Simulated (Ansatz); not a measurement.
TiCo in Ansatz: the effect of functional

TiCo:

```
Co Ti
1.0
     2.98611    0.00000    0.00000
     0.00000    2.98611    0.00000
     0.00000    0.00000    2.98611
Co Ti
1 1
Cartesian
  1.4931 1.4931 1.4931
  0.0000 0.0000 0.0000
```

The cell comes from a database or a generator and needn't be the stable form of this composition.

Alike in all runs:

- Program: Ansatz 0.2.0
- Task: projected density of states
- Potentials or basis: Ansatz PAW
- k mesh: 5 × 5 × 5
- Occupations: fermi-dirac, width 0.05 eV
- Spin: collinear spin, ferromagnetic start
- Starting moments: [2.0, 1.0] μB

| functional | cutoff | pressure (GPa) |
| --- | --- | --- |
| LDA | 420 eV (not typed: the program's choice for these potentials) | -13.3 |
| PBEsol | 420 eV (not typed: the program's choice for these potentials) | ? |
| RPBE | 420 eV (not typed: the program's choice for these potentials) | 4.8 |
| revPBE | 420 eV (not typed: the program's choice for these potentials) | 3.5 |
| BLYP | 420 eV (not typed: the program's choice for these potentials) | 5.6 |
| r2SCAN | 500 eV (not typed: the program's choice for these potentials) | 0.4 |
| HSE06 | 420 eV (not typed: the program's choice for these potentials) | 5.7 |
| PBE0 | 420 eV (not typed: the program's choice for these potentials) | 5.5 |
| r2SCAN0 | 500 eV (not typed: the program's choice for these potentials) | 6.6 |

What does the run with functional PBEsol give?

Pressure -7.0 GPa.

Caveats: all runs use coarse meshes; the PAW data sets come from PBE, with cores solved anew for the run's functional, which leaves a small shift of forces and pressure; the magnetic or orbital state may not be the lowest (some runs); the starting moments weren't kept (some runs); the thresholds are loose for stress (some runs).

Runs at the PBE level aren't shown here.
